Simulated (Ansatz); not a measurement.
**P: rattling a relaxed structure**

The cell was found from a structure generator's guess, not taken from experiment.

All numbers below come from DFT PBE, scalar-relativistic, plane waves, PAW in Ansatz 0.2.0. Plane waves to 420 eV, a k mesh through Γ of 18×14×8 on the computed 3-atom cell and Gaussian smearing (0.10 eV); no spin polarisation.

The cell below (3 atoms, space group Pmmm (No. 47)) is relaxed within its symmetry.

```
P
1.0
     2.40090    0.00000    0.00000
     0.00000    3.59122    0.00000
     0.00000    0.00000    5.60102
P
3
Direct
  0.00000 0.50000 0.20809
  0.00000 0.50000 0.79191
  0.00000 0.00000 0.50000
```

For the test a repeat of it with 6 atoms (edges 3.59, 4.80, 5.60 Å) was strained at random (σ = 1.5 % a component), the atoms were moved at random (σ = 0.15 Å), and all was relaxed again on a coarse 6×4×4 mesh (in the run’s order of axes) with 0.20 eV smearing, with no symmetry imposed.

Task: Does it come back?

Result: It doesn't return. The energy falls by 98 meV/atom on that mesh, the volume changes by -9.1 %, and the end has space group Pm-3m (No. 221) at a loose tolerance. Relaxed again on a 12×12×8 mesh with 0.10 eV smearing, the new structure lies 101 meV/atom below the first (mesh in the axes of the run's cell; the cell below is made exact in the group named). Space group Pm-3m (No. 221), cubic, a = 2.446 Å. P has 6 P at 2.45 Å.

```cif
data_structure
_symmetry_space_group_name_H-M 'Pm-3m'
_symmetry_Int_Tables_number 221
_cell_length_a 2.4456
_cell_length_b 2.4456
_cell_length_c 2.4456
_cell_angle_alpha 90.000
_cell_angle_beta 90.000
_cell_angle_gamma 90.000
_cell_volume 14.63
loop_
_atom_site_label
_atom_site_type_symbol
_atom_site_symmetry_multiplicity
_atom_site_Wyckoff_symbol
_atom_site_fract_x
_atom_site_fract_y
_atom_site_fract_z
_atom_site_occupancy
P1 P 1 b 0.50000 0.50000 0.50000 1
```
